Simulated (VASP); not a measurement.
Input of a VASP 6.6.1 run:

File INCAR:

```
PREC = Accurate
ENCUT = 600
EDIFF = 1E-7
ISMEAR = 0
SIGMA = 0.1
LREAL = False
LASPH = True
NELM = 100
ALGO = Fast
ISIF = 3
LWAVE = False
LCHARG = False
GGA = PE
IVDW = 12
IBRION = 2
NSW = 90
EDIFFG = -0.005
```

The input KPOINTS:

```
regular mesh
0
Gamma
  12 12 12
```

Contents of POSCAR:

```
Ti3Al
1.0
    0.0000000000      3.2317810000      3.2317810000
    3.2317810000      0.0000000000      3.2317810000
    3.2317810000      3.2317810000      0.0000000000
Ti Al
3 1
Direct
    0.7500000000      0.7500000000      0.7500000000
    0.2500000000      0.2500000000      0.2500000000
    0.0000000000      0.0000000000      0.0000000000
    0.5000000000      0.5000000000      0.5000000000
```

Potentials or basis: VASP PAW PBE potentials, release 64 (Ti_sv, Al).

Run with:

```console
$ cat potpaw_PBE.64/Ti_sv/POTCAR potpaw_PBE.64/Al/POTCAR > POTCAR
$ mpirun -np 1 vasp_std > vasp.out
```

(1) Predict the space group after relaxing (to 0.05 Å).

(2) What does it give for the relaxed cell?

(3) Predict the band gap on the k mesh.

Results:

(1) Fm-3m (No. 225).

(2) a = 4.480 Å, b = 4.480 Å, c = 4.480 Å, α = 60.00°, β = 60.00°, γ = 60.00°.

(3) none (metal or under the smearing width).
